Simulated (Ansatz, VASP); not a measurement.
This is a calculation of LiCl for VASP 6.6.1.

Contents of INCAR:

```
SYSTEM = LiCl
PREC     = Accurate       ! precision mode
ENCUT    = 600            ! plane-wave cutoff, eV
EDIFF    = 1E-6           ! SCF threshold, eV
ISMEAR   = -1             ! smearing method
SIGMA    = 0.05           ! smearing width, eV
LREAL    = .FALSE.        ! projectors in reciprocal space
LASPH    = .TRUE.         ! aspherical terms in the spheres
NELM     = 60             ! most SCF steps
ALGO     = Normal         ! electronic algorithm
ISIF     = 3              ! what is computed and relaxed
LWAVE    = .FALSE.        ! write WAVECAR
LCHARG   = .FALSE.        ! write CHGCAR
GGA      = PS             ! functional
IBRION   = 2              ! ionic algorithm
NSW      = 80             ! ionic steps
EDIFFG   = -0.005         ! ionic threshold
```

Contents of KPOINTS:

```
regular mesh
0
G
  9 9 9
  0 0 0
```

File POSCAR:

```
LiCl
1.0
    0.0000000000      2.5647700000      2.5647700000
    2.5647700000      0.0000000000      2.5647700000
    2.5647700000      2.5647700000      0.0000000000
Cl Li
1 1
Direct
    0.5000000000      0.5000000000      0.5000000000
    0.0000000000      0.0000000000      0.0000000000
```

Potentials or basis: VASP PAW PBE potentials, release 64 (Cl, Li_sv).

Run with:

```bash
$ cat potpaw_PBE.64/Cl/POTCAR potpaw_PBE.64/Li_sv/POTCAR > POTCAR
$ mpirun -np 1 vasp_std > vasp.out
```

Question: Translate it to Ansatz 0.2.0. Potentials there: all-electron LAPW, scalar-relativistic.

Answer: As run (the cutoff follows the program's own potentials):

input.yaml

```yaml
crystal:
  lattice:
    - [0.0, 2.56477, 2.56477]
    - [2.56477, 0.0, 2.56477]
    - [2.56477, 2.56477, 0.0]
  atoms:
    - { symbol: Cl, position: [0.5, 0.5, 0.5] }
    - { symbol: Li, position: [0.0, 0.0, 0.0] }
kpoints:
  mp_grid: { grid: [9, 9, 9] }
scf:
  occupations: { method: fermi_dirac, width: 0.05 }
hamiltonian:
  xc: pbesol
  pseudopotentials: { kind: all_electron, lapw: { basis_error: 0.001 } }
output:
  forces: true
  stress: true
relax:
  f_tol: 0.005
  max_steps: 60
  cell: {}
```

Potentials or basis: all-electron LAPW, scalar-relativistic.

Command:

```console
$ ansatz run input.yaml --threads 1 --pin off --max-ram 3072MiB --backend cpu --events-out ev --progress --plain --runs-dir out
```

Both were run:

|  | VASP | Ansatz | Ansatz less VASP |
| --- | --- | --- | --- |
| relaxed volume (Å³/atom) | 16.20 | 16.21 | +0.008 |
| relaxed cell length with the largest relative difference (Å) | 3.579 | 3.579 | +0.0006 |
| energy change over the relaxation (meV/atom) | -3 | -3 | +0.2 |

Ansatz ran all-electron here, so the differences hold the error of VASP's frozen core and of both bases.

Caveats: the cutoff is under 1.25 times the usual one of these potentials, so pressure, stress and relaxed cells hold a basis-set (Pulay) error (VASP); the PAW data sets were made with another functional, which shifts forces and pressure a little (VASP). A k mesh can miss the band edges.
